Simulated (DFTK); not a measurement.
Crystal: Pt.

```
Pt
1.0
     0.00000    1.96090    1.96090
     1.96090    0.00000    1.96090
     1.96090    1.96090    0.00000
Pt
1
Cartesian
  0.0000 0.0000 0.0000
```

Base run:

* Program: DFTK 0.8.2
* Functional: r2SCAN
* Potentials or basis: SG15 1.2 (PBE)
* Cutoff: 1225 eV
* k mesh: 12 × 12 × 12
* Occupations: fermi-dirac, width 0.05 eV
* Spin: no spin polarisation

Its results: band gap on the k mesh none (metal or under the smearing width); pressure 4.4 GPa.

Q: The run is repeated on the same cell with these changes: functional from r2SCAN to PBE. What comes out?

A: Band gap on the k mesh none (metal or under the smearing width); pressure 11.1 GPa.

Caveats: spin-orbit coupling is left out, which moves the levels of the heavy elements; the potentials were made for another functional, which shifts forces and pressure (some runs).
